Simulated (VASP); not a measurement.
# CaSe (Fm-3m) in VASP: a series of runs

The runs below take CaSe through single point, relaxation of cell and atoms, with r2SCAN.

All numbers are computed with VASP 6.6.1; they aren't measurements. Logs are shortened: lines on timing, memory, paths and dates and some standing lists are left out, and cuts for length are marked.

**The experiment to reproduce.**

A printed reference work, monograph, original work of 1988 reports, for a bulk crystal of CaSe at 2 K: band gap 3.85 eV (indirect).

The results are compared with them further down.

## 1. The cell of the first run

The structure is cubic, space group Fm-3m (No. 225). Conventional cell: a = 5.935 Å, b = 5.935 Å, c = 5.935 Å, α = 90.00°, β = 90.00°, γ = 90.00°. Ca (site symmetry m-3m) has 6 Se at 2.97 Å within 3.9 Å. Se (site symmetry m-3m) has 6 Ca at 2.97 Å within 3.9 Å.

## 2. Single point, r2SCAN

POSCAR reads:

```
CaSe
1.0
    0.0000000000      2.9674107420      2.9674107420
    2.9674107420      0.0000000000      2.9674107420
    2.9674107420      2.9674107420      0.0000000000
Ca Se
1 1
Direct
    0.0000000000      0.0000000000      0.0000000000
    0.5000000000      0.5000000000      0.5000000000
```

INCAR.step1 reads:

```
SYSTEM = CaSe
PREC = Accurate ; ENCUT = 520
ISMEAR = 0 ; SIGMA = 0.01
LREAL = .FALSE. ; LASPH = .TRUE.
NELM = 60 ; NBANDS = 15
GGA = PE ; ALGO = Normal
EDIFF = 1E-4 ; LWAVE = .TRUE.
LCHARG = .FALSE.
```

INCAR.step2 reads:

```
SYSTEM = CaSe
PREC = Accurate ; ENCUT = 520
EDIFF = 1E-6 ; ISMEAR = 0
SIGMA = 0.01 ; LREAL = .FALSE.
LASPH = .TRUE. ; NELM = 60
ALGO = Normal ; ISIF = 2
LWAVE = .FALSE. ; LCHARG = .TRUE.
METAGGA = R2SCAN ; LMIXTAU = .TRUE.
LELF = .TRUE. ; LVHAR = .TRUE.
NBANDS = 15 ; ISTART = 1
```

KPOINTS reads:

```
Automatic mesh
0
G
  7 7 7
  0 0 0
```

Potentials or basis: VASP PAW PBE potentials, release 64 (Ca_sv, Se).

The run is started by

```sh
> cat potpaw_PBE.64/Ca_sv/POTCAR potpaw_PBE.64/Se/POTCAR > POTCAR
> cp INCAR.step1 INCAR
> mpirun -np 1 vasp_std > vasp.out
> cp INCAR.step2 INCAR
> mpirun -np 1 vasp_std > vasp.out
```

OUTCAR:

```text
SYSTEM = CaSe
   PREC = Accurate
   ENCUT = 520
   EDIFF = 1E-6
   ISMEAR = 0
   LREAL = .FALSE.
   LASPH = .TRUE.
   NELM = 60
   ISIF = 2
   METAGGA = R2SCAN
   ISTART = 1

 ion  position               nearest neighbor table
   1  0.000  0.000  0.000-   2 2.97   2 2.97   2 2.97   2 2.97   2 2.97   2 2.97
   2  0.500  0.500  0.500-   1 2.97   1 2.97   1 2.97   1 2.97   1 2.97   1 2.97

  LATTYP: Found a face centered cubic cell.
 ALAT       =     5.9348214840

  Lattice vectors:

 A1 = (   0.0000000000,   2.9674107420,   2.9674107420)
 A2 = (   2.9674107420,   0.0000000000,   2.9674107420)
 A3 = (   2.9674107420,   2.9674107420,   0.0000000000)

Analysis of symmetry for initial positions (statically):
=====================================================================
 Subroutine PRICEL returns:
 Original cell was already a primitive cell.

 Routine SETGRP: Setting up the symmetry group for a
 face centered cubic supercell.

 Subroutine GETGRP returns: Found 48 space group operations
 (whereof 48 operations were pure point group operations)
 out of a pool of 48 trial point group operations.

The static configuration has the point symmetry O_h .

Analysis of symmetry for dynamics (positions and initial velocities):
=====================================================================
 Subroutine PRICEL returns:
 Original cell was already a primitive cell.

 Routine SETGRP: Setting up the symmetry group for a
 face centered cubic supercell.

 Subroutine GETGRP returns: Found 48 space group operations
 (whereof 48 operations were pure point group operations)
 out of a pool of 48 trial point group operations.

The dynamic configuration has the point symmetry O_h .

 Subroutine INISYM returns: Found 48 space group operations
 (whereof 48 operations are pure point group operations),
 and found     1 'primitive' translations

----------------------------------------------------------------------------------------

                                     Primitive cell

  volume of cell :      52.2592

  direct lattice vectors                    reciprocal lattice vectors
     0.000000000  2.967410742  2.967410742    -0.168497065  0.168497065  0.168497065
     2.967410742  0.000000000  2.967410742     0.168497065 -0.168497065  0.168497065
     2.967410742  2.967410742  0.000000000     0.168497065  0.168497065 -0.168497065

  length of vectors
     4.196552516  4.196552516  4.196552516     0.291845477  0.291845477  0.291845477

  position of ions in fractional coordinates (direct lattice)
     0.000000000  0.000000000  0.000000000
     0.500000000  0.500000000  0.500000000

  ion indices of the primitive-cell ions
   primitive index   ion index
                 1           1
                 2           2

----------------------------------------------------------------------------------------

 KPOINTS: Automatic mesh

Automatic generation of k-mesh.
 Grid dimensions read from file:
 generate k-points for:    7    7    7

 Generating k-lattice:

  Cartesian coordinates                     Fractional coordinates (reciprocal lattice)
    -0.024071009  0.024071009  0.024071009     0.142857143  0.000000000  0.000000000
     0.024071009 -0.024071009  0.024071009     0.000000000  0.142857143  0.000000000
     0.024071009  0.024071009 -0.024071009     0.000000000  0.000000000  0.142857143

  Length of vectors
     0.041692211  0.041692211  0.041692211

  Shift w.r.t. Gamma in fractional coordinates (k-lattice)
     0.000000000  0.000000000  0.000000000

 Subroutine IBZKPT returns following result:
 ===========================================

 Found     20 irreducible k-points:

 Following reciprocal coordinates:
            Coordinates               Weight
  0.000000  0.000000  0.000000      1.000000
  0.142857  0.000000  0.000000      8.000000
  0.285714  0.000000  0.000000      8.000000
  0.428571  0.000000  0.000000      8.000000
  0.142857  0.142857  0.000000      6.000000
  0.285714  0.142857  0.000000     24.000000
[... 12 lines left out ...]
 -0.428571  0.428571  0.142857     24.000000
 -0.285714  0.428571  0.142857     24.000000
   k-points           NKPTS =     20   k-points in BZ     NKDIM =     20   number of bands    NBANDS=     15
   number of dos      NEDOS =    301   number of ions     NIONS =      2
   total plane-waves  NPLWV =  32768
   dimension x,y,z NGX =    32 NGY =   32 NGZ =   32
   dimension x,y,z NGXF=    64 NGYF=   64 NGZF=   64
   ions per type =               1   1
   NGX,Y,Z   is equivalent  to a cutoff of  12.68, 12.68, 12.68 a.u.
   NGXF,Y,Z  is equivalent  to a cutoff of  25.35, 25.35, 25.35 a.u.
 SYSTEM =  CaSe
   PREC   = accura    normal or accurate (medium, high low for compatibility)
   ISTART =      1    job   : 0-new  1-cont  2-samecut
   ICHARG =      0    charge: 1-file 2-atom 10-const
   ISPIN  =      1    spin polarized calculation?
   LNONCOLLINEAR =      F non collinear calculations
   LSORBIT =      F    spin-orbit coupling
   LASPH  =      T    aspherical Exc in radial PAW
   ENCUT  =  520.0 eV  38.22 Ry    6.18 a.u.   7.80  7.80  7.80*2*pi/ulx,y,z
   NELM   =     60;   NELMIN=  2; NELMDL=  0     # of ELM steps
   EDIFF  = 0.1E-05   stopping-criterion for ELM
   LREAL  =      F    real-space projection
   EDIFFG = 0.1E-04   stopping-criterion for IOM
   NSW    =      0    number of steps for IOM
   IBRION =     -1    ionic relax: 0-MD 1-quasi-New 2-CG
   NFREE  =      0    steps in history (QN), initial steepest desc. (CG)
   ISIF   =      2    stress and relaxation
   ISYM   =      2    0-nonsym 1-usesym 2-fastsym
   POTIM  = 0.5000    time-step for ionic-motion
   TEBEG  =    0.0;   TEEND  =   0.0 temperature during run
   PSTRESS=    0.0 pullay stress
   NELECT =      16.0000    total number of electrons
   NUPDOWN=      -1.0000    fix difference up-down
   EMIN   =  10.00;   EMAX   =-10.00  energy-range for DOS
   EFERMI =   0.00;   METHOD = LEGACY
   ISMEAR =     0;   SIGMA  =   0.01  broadening in eV -4-tet -1-fermi 0-gaus
   EFERMI_NEDOS =   21; number of points for ismear=-14 and -15
   IALGO  =     38    algorithm
   IMIX   =      4    mixing-type and parameters
     AMIX     =   0.40;   BMIX     =  1.00
     AMIX_MAG =   1.60;   BMIX_MAG =  1.00
  volume/ion in A,a.u.               =      26.13       176.33
  Fermi-wavevector in a.u.,A,eV,Ry     =   1.103385  2.085096 16.564535  1.217459
  Thomas-Fermi vector in A             =   2.239842
   LORBIT       =      0    0 simple, 1 ext, 2 COOP (PROOUT), +10 PAW based schemes
   METAGGA = R2SCAN    functional components
   LHFCALC =     F    Hartree Fock is set to
   AEXX    =    0.0000 exact exchange contribution
   IVDW    =     0    specifies the selected vdW correction
   LEPSILON=     F    determine dielectric tensor
   LRPA    =     F    only Hartree local field effects (RPA)
 non-spin polarized calculation
 Gauss-broadening in eV      SIGMA  =   0.01
  energy-cutoff  :      520.00
  volume of cell :       52.26
 maximum number of plane-waves:      1420
   NGX = 15   NGY = 15   NGZ = 15

 number of electron      15.9999997 magnetization

 Free energy of the ion-electron system (eV)
  ---------------------------------------------------
  ext. energy  EPLUGINS =         0.00000000
  ---------------------------------------------------
  free energy    TOTEN  =       -25.97897744 eV

  energy without entropy =      -25.97897744  energy(sigma->0) =      -25.97897744

 E-fermi :   2.2327     XC(G=0):  -9.5358

 val. band max:        2.1155376743   @ k =   0.0000   0.0000   0.0000
 cond. band min:       4.6948381946   @ k =   0.4286   0.4286   0.0000
 fundamental gap:      2.5793005202
 Fermi energy:         2.2327312383

 k-point     1 :       0.0000    0.0000    0.0000
  band No.  band energies     occupation
      1     -39.2122      2.00000
      2     -19.3216      2.00000
      3     -19.3216      2.00000
      4     -19.3216      2.00000
      5     -10.0436      2.00000
      6       2.1155      2.00000
      7       2.1155      2.00000
      8       2.1155      2.00000
      9       6.1951      0.00000
     10       6.3455      0.00000
     11       6.3455      0.00000
     12       6.3455      0.00000
     13       6.9350      0.00000
     14       6.9350      0.00000
     15      12.5788      0.00000

 k-point     2 :       0.1429    0.0000    0.0000
  band No.  band energies     occupation
      1     -39.2110      2.00000
      2     -19.3430      2.00000
      3     -19.3230      2.00000
      4     -19.3229      2.00000
      5      -9.9225      2.00000
      6       1.2247      2.00000
      7       1.8288      2.00000
      8       1.8288      2.00000
      9       6.3104      0.00000
     10       6.6225      0.00000
     11       6.6226      0.00000
     12       7.2880      0.00000
     13       7.4536      0.00000
     14       7.4536      0.00000
     15      12.6723      0.00000

 k-point     3 :       0.2857    0.0000    0.0000
  band No.  band energies     occupation
      1     -39.2083      2.00000
      2     -19.3902      2.00000
      3     -19.3258      2.00000
      4     -19.3258      2.00000
      5      -9.6328      2.00000
      6      -0.1443      2.00000
      7       1.3195      2.00000
      8       1.3195      2.00000
      9       6.4889      0.00000
     10       7.2897      0.00000
     11       7.2897      0.00000
     12       8.6679      0.00000
     13       8.6679      0.00000
     14       8.7560      0.00000
     15      12.1399      0.00000
[... 271 lines left out ...]
 k-point    19 :      -0.4286    0.4286    0.1429
  band No.  band energies     occupation
      1     -39.2042      2.00000
      2     -19.3929      2.00000
      3     -19.3602      2.00000
      4     -19.3526      2.00000
      5      -9.4066      2.00000
      6      -0.2944      2.00000
      7       0.7165      2.00000
      8       0.7985      2.00000
      9       5.6858      0.00000
     10       7.8785      0.00000
     11       8.2284      0.00000
     12       8.7079      0.00000
     13       8.7811      0.00000
     14       9.3163      0.00000
     15      12.0436      0.00000

 k-point    20 :      -0.2857    0.4286    0.1429
  band No.  band energies     occupation
      1     -39.2040      2.00000
      2     -19.3813      2.00000
      3     -19.3796      2.00000
      4     -19.3500      2.00000
      5      -9.3625      2.00000
      6       0.0073      2.00000
      7       0.0466      2.00000
      8       0.7369      2.00000
      9       6.6207      0.00000
     10       7.5387      0.00000
     11       8.1752      0.00000
     12       8.5385      0.00000
     13       8.6721      0.00000
     14      10.6838      0.00000
     15      11.9688      0.00000

------------------------ aborting loop because EDIFF is reached ----------------------------------------

  FORCE on cell =-STRESS in cart. coord.  units (eV):
  Direction    XX          YY          ZZ          XY          YZ          ZX
  --------------------------------------------------------------------------------------
  -------------------------------------------------------------------------------------
  Total        0.0831611      0.0831611      0.0831611     -0.0000000     -0.0000000      0.0000000
  in kB        2.5495766      2.5495766      2.5495766     -0.0000000     -0.0000000      0.0000000
  external PRESSURE =       2.5495766 kB  Pullay stress =       0.0000000 kB

 VOLUME and BASIS-vectors are now :
 -----------------------------------------------------------------------------
  energy-cutoff  :      520.00
  volume of cell :       52.26
      direct lattice vectors                 reciprocal lattice vectors
     0.000000000  2.967410742  2.967410742    -0.168497065  0.168497065  0.168497065
     2.967410742  0.000000000  2.967410742     0.168497065 -0.168497065  0.168497065
     2.967410742  2.967410742  0.000000000     0.168497065  0.168497065 -0.168497065

 POSITION                                       TOTAL-FORCE (eV/Angst)
 -----------------------------------------------------------------------------------
      0.00000      0.00000      0.00000         0.000000      0.000000      0.000000
      2.96741      2.96741      2.96741         0.000000     -0.000000     -0.000000
 -----------------------------------------------------------------------------------
    total drift:                                0.000000     -0.000000     -0.000000

  FREE ENERGIE OF THE ION-ELECTRON SYSTEM (eV)
  ---------------------------------------------------
  free  energy   TOTEN  =       -25.9789774408 eV

  energy  without entropy=      -25.9789774408  energy(sigma->0) =      -25.97897744
```

It took 42 s on 1 thread of Intel Xeon Platinum 8259CL at 2.50GHz (Skylake/Cascade Lake), shared host; peak memory 0.18 GiB.

What came out:

* Free energy: -25.9790 eV
* Pressure: 0.3 GPa
* Band gap on the k mesh: 2.58 eV (least direct gap 3.49 eV)

Caveat: the PAW data sets were made with another functional, which shifts forces and pressure a little; an odd mesh through Γ misses points on the zone boundary, where band edges can lie.

## 3. Relaxation of cell and atoms, r2SCAN

This run uses another cell than the first one, of 25.83 Å³/atom.

POSCAR reads:

```
CaSe
1.0
    0.0000000000      2.9560000000      2.9560000000
    2.9560000000      0.0000000000      2.9560000000
    2.9560000000      2.9560000000      0.0000000000
Ca Se
1 1
Direct
    0.0000000000      0.0000000000      0.0000000000
    0.5000000000      0.5000000000      0.5000000000
```

INCAR.step1 reads:

```
SYSTEM = CaSe
PREC = Accurate ; ENCUT = 600
ISMEAR = 0 ; SIGMA = 0.01
LREAL = .False. ; LASPH = .True.
NELM = 80 ; GGA = PE
ALGO = Normal ; EDIFF = 1E-4
LWAVE = .True. ; LCHARG = .False.
```

INCAR.step2 reads:

```
SYSTEM = CaSe
PREC = Accurate ; ENCUT = 600
EDIFF = 1E-6 ; ISMEAR = 0
SIGMA = 0.01 ; LREAL = .False.
LASPH = .True. ; NELM = 80
ALGO = Normal ; ISIF = 3
LWAVE = .False. ; LCHARG = .False.
METAGGA = R2SCAN ; LMIXTAU = .True.
IBRION = 2 ; NSW = 80
EDIFFG = -0.01 ; ISTART = 1
```

KPOINTS reads:

```
regular mesh
0
Gamma
  7 7 7
  0 0 0
```

Potentials or basis: VASP PAW PBE potentials, release 64 (Ca_sv, Se).

The run is started by

```sh
> cat potpaw_PBE.64/Ca_sv/POTCAR potpaw_PBE.64/Se/POTCAR > POTCAR
> cp INCAR.step1 INCAR
> mpirun -np 1 vasp_std > vasp.out
> cp INCAR.step2 INCAR
> mpirun -np 1 vasp_std > vasp.out
```

Wall time 2.8 min (1 thread of Intel Xeon Platinum 8259CL at 2.50GHz (Skylake/Cascade Lake), shared host); peak memory 0.22 GiB.

Results (log left out):

```
Free energy                           : -25.9808 eV
Relaxed volume                        : 26.25 Å³/atom
Relaxed cell                          : a = 4.203 Å, b = 4.203 Å, c = 4.203 Å, α = 60.00°, β = 60.00°, γ = 60.00°
Space group after relaxing (to 0.1 Å) : Fm-3m (No. 225)
Energy gained by relaxing             : 1.1 meV/atom
Ionic steps                           : 3
Pressure after relaxing               : 0.0 GPa
Band gap on the k mesh                : 2.59 eV (least direct gap 3.50 eV)
```

Step by step:
```tsv
step	energy change (eV)	largest force (eV/Å)	pressure (GPa)	volume (Å³)
1	0.0000	0.0000	0.87	51.66
2	-0.0021	0.0000	-0.22	52.72
3	-0.0023	0.0000	0.01	52.50
```

Final structure:
```
CELL_PARAMETERS angstrom
0.00000 2.97195 2.97195
2.97195 0.00000 2.97195
2.97195 2.97195 0.00000
ATOMIC_POSITIONS crystal
Ca 0.00000 0.00000 0.00000
Se 0.50000 0.50000 0.50000
```

Levels at points of the mesh, in eV from the valence-band top:
```csv
k point,band 4,band 5,band 6,band 7,band 8,band 9,band 10,band 11,band 12
"(0.00, 0.00, 0.00)",-21.45,-12.14,0.00,0.00,0.00,4.05,4.23,4.23,4.23
```

Caveat: the PAW data sets were made with another functional, which shifts forces and pressure a little; an odd mesh through Γ misses points on the zone boundary, where band edges can lie. Zero-point motion and thermal expansion aren't in these numbers.

## 4. Against experiment

Step 2. Measured gap of CaSe: 3.85 eV (indirect; 2 K; a printed reference work, monograph, original work of 1988). This calculation gives 2.58 eV (-1.27 eV). Spin-orbit coupling on Se is left out. The value is that of r2SCAN on a finite k mesh, which can miss the band edges, without temperature or zero-point motion.
